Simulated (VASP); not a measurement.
# Al (Fm-3m) in VASP: single point with LDA

Aim: the single point of Al with LDA.

Program: VASP 6.6.1. These are calculated values, not measurements. Logs are shortened: lines on timing, memory, paths and dates and some standing lists are left out, and cuts for length are marked.

## 1. The crystal as given

The structure is cubic, space group Fm-3m (No. 225). Conventional cell: a = 3.984 Å, b = 3.984 Å, c = 3.984 Å, α = 90.00°, β = 90.00°, γ = 90.00°. Al (site symmetry m-3m) is surrounded by 12 Al at 2.82 Å.

## 2. Single point, LDA

File INCAR:

```
  ALGO = Fast
  EDIFF = 1E-7
  ENCUT = 520
  ICORELEVEL = 1
  ISIF = 2
  ISMEAR = 1
  LASPH = T
  LCHARG = F
  LREAL = F
  LWAVE = F
  NELM = 80
  PREC = Accurate
  SIGMA = 0.1
```

File KPOINTS:

```
k-points
0
Gamma
  14 14 27
```

File POSCAR:

```
Al
1.0
    2.8174514100      0.0000000000      0.0000000000
    0.0000000000      2.8174514100      0.0000000000
    1.4087257100      1.4087257100      1.9922390000
Al
1
Direct
    0.0000000000      0.0000000000      0.0000000000
```

Potentials or basis: VASP PAW LDA potentials, release 64 (Al).

On the command line:

```console
cat potpaw_LDA.64/Al/POTCAR > POTCAR
mpirun -np 1 vasp_std > vasp.out
```

OUTCAR:

```text
EDIFF = 1E-7
   ENCUT = 520
   ISIF = 2
   ISMEAR = 1
   LASPH = T
   LREAL = F
   NELM = 80
   PREC = Accurate

 ion  position               nearest neighbor table
   1  0.000  0.000  0.000-

  LATTYP: Found a face centered cubic cell.
 ALAT       =     3.9844780047

  Lattice vectors:

 A1 = (   1.4087257100,   1.4087257100,   1.9922390000)
 A2 = (   1.4087257100,  -1.4087257000,   1.9922390000)
 A3 = (   2.8174514100,   0.0000000000,   0.0000000000)

Analysis of symmetry for initial positions (statically):
=====================================================================
 Subroutine PRICEL returns:
 Original cell was already a primitive cell.

 Routine SETGRP: Setting up the symmetry group for a
 face centered cubic supercell.

 Subroutine GETGRP returns: Found 48 space group operations
 (whereof 48 operations were pure point group operations)
 out of a pool of 48 trial point group operations.

The static configuration has the point symmetry O_h .

Analysis of symmetry for dynamics (positions and initial velocities):
=====================================================================
 Subroutine PRICEL returns:
 Original cell was already a primitive cell.

 Routine SETGRP: Setting up the symmetry group for a
 face centered cubic supercell.

 Subroutine GETGRP returns: Found 48 space group operations
 (whereof 48 operations were pure point group operations)
 out of a pool of 48 trial point group operations.

The dynamic configuration has the point symmetry O_h .

 Subroutine INISYM returns: Found 48 space group operations
 (whereof 48 operations are pure point group operations),
 and found     1 'primitive' translations

----------------------------------------------------------------------------------------

                                     Primitive cell

  volume of cell :      15.8145

  direct lattice vectors                    reciprocal lattice vectors
     2.817451410  0.000000000  0.000000000     0.354930700  0.000000000 -0.250973905
     0.000000000  2.817451410  0.000000000     0.000000000  0.354930700 -0.250973905
     1.408725710  1.408725710  1.992239000     0.000000000  0.000000000  0.501947808

  length of vectors
     2.817451410  2.817451410  2.817451417     0.434699554  0.434699554  0.501947808

  position of ions in fractional coordinates (direct lattice)
     0.000000000  0.000000000  0.000000000

  ion indices of the primitive-cell ions
   primitive index   ion index
                 1           1

----------------------------------------------------------------------------------------

 KPOINTS: k-points

Automatic generation of k-mesh.
 Grid dimensions read from file:
 generate k-points for:   14   14   27

 Generating k-lattice:

  Cartesian coordinates                     Fractional coordinates (reciprocal lattice)
     0.025352193  0.000000000 -0.017926708     0.071428571  0.000000000  0.000000000
     0.000000000  0.025352193 -0.017926708     0.000000000  0.071428571  0.000000000
     0.000000000  0.000000000  0.018590660     0.000000000  0.000000000  0.037037037

  Length of vectors
     0.031049968  0.031049968  0.018590660

  Shift w.r.t. Gamma in fractional coordinates (k-lattice)
     0.000000000  0.000000000  0.000000000

 -----------------------------------------------------------------------------
|                                                                             |
|           W    W    AA    RRRRR   N    N  II  N    N   GGGG   !!!           |
|           W    W   A  A   R    R  NN   N  II  NN   N  G    G  !!!           |
|           W    W  A    A  R    R  N N  N  II  N N  N  G       !!!           |
|           W WW W  AAAAAA  RRRRR   N  N N  II  N  N N  G  GGG   !            |
|           WW  WW  A    A  R   R   N   NN  II  N   NN  G    G                |
|           W    W  A    A  R    R  N    N  II  N    N   GGGG   !!!           |
|                                                                             |
|     Your reciprocal lattice and k-lattice belong to different lattice       |
|     classes:                                                                |
|                                                                             |
|        The reciprocal lattice is body-centered cubic,                       |
|        whereas your k-lattice is base-centered monoclinic.                  |
|                                                                             |
|     Results are often still useful ...                                      |
|                                                                             |
 -----------------------------------------------------------------------------

 WARNING: IBZKPT: internal override: KBLOWUP is changed to .FALSE.
      ... skipping the blow-up phase ...

 Subroutine IBZKPT returns following result:
 ===========================================

 Found   1422 irreducible k-points:

 Following reciprocal coordinates:
            Coordinates               Weight
  0.000000  0.000000  0.000000      1.000000
  0.071429  0.000000 -0.000000      4.000000
  0.142857  0.000000  0.000000      4.000000
  0.214286  0.000000  0.000000      4.000000
  0.285714  0.000000  0.000000      4.000000
  0.357143  0.000000 -0.000000      4.000000
[... 16 lines left out ...]
  0.214286  0.142857  0.000000      4.000000
  0.285714  0.142857  0.000000      4.000000
 [... further k-points ...]
   k-points           NKPTS =   1422   k-points in BZ     NKDIM =   1422   number of bands    NBANDS=      5
   number of dos      NEDOS =    301   number of ions     NIONS =      1
   total plane-waves  NPLWV =  13824
   dimension x,y,z NGX =    24 NGY =   24 NGZ =   24
   dimension x,y,z NGXF=    48 NGYF=   48 NGZF=   48
   ions per type =               1
   NGX,Y,Z   is equivalent  to a cutoff of  14.16, 14.16, 14.16 a.u.
   NGXF,Y,Z  is equivalent  to a cutoff of  28.32, 28.32, 28.32 a.u.
 SYSTEM =  unknown system
   PREC   = accura    normal or accurate (medium, high low for compatibility)
   ISTART =      0    job   : 0-new  1-cont  2-samecut
   ICHARG =      2    charge: 1-file 2-atom 10-const
   ISPIN  =      1    spin polarized calculation?
   LNONCOLLINEAR =      F non collinear calculations
   LSORBIT =      F    spin-orbit coupling
   LASPH  =      T    aspherical Exc in radial PAW
   ENCUT  =  520.0 eV  38.22 Ry    6.18 a.u.   5.24  5.24  5.24*2*pi/ulx,y,z
   NELM   =     80;   NELMIN=  2; NELMDL= -5     # of ELM steps
   EDIFF  = 0.1E-06   stopping-criterion for ELM
   LREAL  =      F    real-space projection
   EDIFFG = 0.1E-05   stopping-criterion for IOM
   NSW    =      0    number of steps for IOM
   IBRION =     -1    ionic relax: 0-MD 1-quasi-New 2-CG
   NFREE  =      0    steps in history (QN), initial steepest desc. (CG)
   ISIF   =      2    stress and relaxation
   ISYM   =      2    0-nonsym 1-usesym 2-fastsym
   POTIM  = 0.5000    time-step for ionic-motion
   TEBEG  =    0.0;   TEEND  =   0.0 temperature during run
   PSTRESS=    0.0 pullay stress
   NELECT =       3.0000    total number of electrons
   NUPDOWN=      -1.0000    fix difference up-down
   EMIN   =  10.00;   EMAX   =-10.00  energy-range for DOS
   EFERMI =   0.00;   METHOD = LEGACY
   ISMEAR =     1;   SIGMA  =   0.10  broadening in eV -4-tet -1-fermi 0-gaus
   EFERMI_NEDOS =   21; number of points for ismear=-14 and -15
   IALGO  =     68    algorithm
   IMIX   =      4    mixing-type and parameters
     AMIX     =   0.40;   BMIX     =  1.00
     AMIX_MAG =   1.60;   BMIX_MAG =  1.00
  volume/ion in A,a.u.               =      15.81       106.72
  Fermi-wavevector in a.u.,A,eV,Ry     =   0.940655  1.777581 12.038874  0.884832
  Thomas-Fermi vector in A             =   2.068089
   LORBIT       =      0    0 simple, 1 ext, 2 COOP (PROOUT), +10 PAW based schemes
   GGA     = CA    functional components
   LHFCALC =     F    Hartree Fock is set to
   AEXX    =    0.0000 exact exchange contribution
   IVDW    =     0    specifies the selected vdW correction
   LEPSILON=     F    determine dielectric tensor
   LRPA    =     F    only Hartree local field effects (RPA)
 non-spin polarized calculation
 RMM-DIIS sequential band-by-band and
 Methfessel and Paxton  Order N= 1 SIGMA  =   0.10
  energy-cutoff  :      520.00
  volume of cell :       15.81
 maximum number of plane-waves:       444
 NGX is ok and might be reduce to    24
   NGX = 11   NGY = 11   NGZ = 11

 number of electron       3.0000000 magnetization

 Free energy of the ion-electron system (eV)
  ---------------------------------------------------
  ext. energy  EPLUGINS =         0.00000000
  ---------------------------------------------------
  free energy    TOTEN  =        -4.18921543 eV

  energy without entropy =       -4.18921885  energy(sigma->0) =       -4.18921657

 the core state eigenenergies are
   1-  1s  -1488.7344  2s    -94.1526  2p    -56.4346

 E-fermi :   8.2423     XC(G=0): -10.5018

 val. band max:        8.2392813466   @ k =  -0.0714   0.0000   0.4074
 cond. band min:       8.2442425448   @ k =  -0.2857   0.2857   0.4815
 fundamental gap:      0.0049611982
 Fermi energy:         8.2422756414

 k-point     1 :       0.0000    0.0000    0.0000
  band No.  band energies     occupation
      1      -3.1570      2.00000
      2      21.0411      0.00000
      3      21.0411      0.00000
      4      21.0411      0.00000
      5      22.6910      0.00000

 k-point     2 :       0.0714    0.0000   -0.0000
  band No.  band energies     occupation
      1      -3.0147      2.00000
      2      18.9104      0.00000
      3      20.6055      0.00000
      4      20.6055      0.00000
      5      23.3418      0.00000

 k-point     3 :       0.1429    0.0000    0.0000
  band No.  band energies     occupation
      1      -2.5888      2.00000
      2      15.9802      0.00000
      3      19.9795      0.00000
      4      19.9795      0.00000
      5      23.2695      0.00000
[... 249 lines left out ...]
 k-point    35 :       0.3571    0.2143    0.0000
  band No.  band energies     occupation
      1       2.9627      2.00000
      2       6.7053      2.00000
      3      11.9038      0.00000
      4      17.0293      0.00000
      5      18.9797      0.00000

 k-point    36 :       0.4286    0.2143    0.0000
  band No.  band energies     occupation
      1       4.5660      2.00000
      2       4.8795      2.00000
      3      12.3459      0.00000
      4      16.3429      0.00000
      5      18.2112      0.00000

 k-point    37 :       0.5000    0.2143    0.0000
  band No.  band energies     occupation

------------------------ aborting loop because EDIFF is reached ----------------------------------------

  FORCE on cell =-STRESS in cart. coord.  units (eV):
  Direction    XX          YY          ZZ          XY          YZ          ZX
  --------------------------------------------------------------------------------------
  -------------------------------------------------------------------------------------
  Total       -0.0075594     -0.0075594     -0.0075594      0.0000000     -0.0000000     -0.0000000
  in kB       -0.7658543     -0.7658543     -0.7658543      0.0000000     -0.0000000     -0.0000000
  external PRESSURE =      -0.7658543 kB  Pullay stress =       0.0000000 kB

 VOLUME and BASIS-vectors are now :
 -----------------------------------------------------------------------------
  energy-cutoff  :      520.00
  volume of cell :       15.81
      direct lattice vectors                 reciprocal lattice vectors
     2.817451410  0.000000000  0.000000000     0.354930700  0.000000000 -0.250973905
     0.000000000  2.817451410  0.000000000     0.000000000  0.354930700 -0.250973905
     1.408725710  1.408725710  1.992239000     0.000000000  0.000000000  0.501947808

 POSITION                                       TOTAL-FORCE (eV/Angst)
 -----------------------------------------------------------------------------------
      0.00000      0.00000      0.00000         0.000000      0.000000      0.000000
 -----------------------------------------------------------------------------------
    total drift:                                0.000000      0.000000      0.000000

  FREE ENERGIE OF THE ION-ELECTRON SYSTEM (eV)
  ---------------------------------------------------
  free  energy   TOTEN  =        -4.1892154266 eV

  energy  without entropy=       -4.1892188499  energy(sigma->0) =       -4.18921657
```

It took 46 s on 1 thread of Intel Xeon Platinum 8375C at 2.90GHz (Ice Lake), shared host; peak memory 0.22 GiB.

Results:

| Item | Value |
| --- | --- |
| Free energy | -4.1892 eV |
| Pressure | -0.1 GPa |
| Band gap on the k mesh | none (metal or under the smearing width) |

Levels at points of the mesh, in eV from the Fermi level:
| k point | band 1 | band 2 | band 3 | band 4 |
| --- | --- | --- | --- | --- |
| (0.00, 0.00, 0.00) | -11.40 | 12.80 | 12.80 | 12.80 |
| (0.50, 0.00, 0.00) | -4.72 | -4.46 | 11.63 | 11.63 |
| (0.50, 0.50, 0.00) | -3.00 | -1.63 | 5.30 | 5.73 |

Core levels (eV, on the scale of the bands):
```tsv
atom	levels
1 Al	1s -1488.7, 2s -94.2, 2p -56.4
```
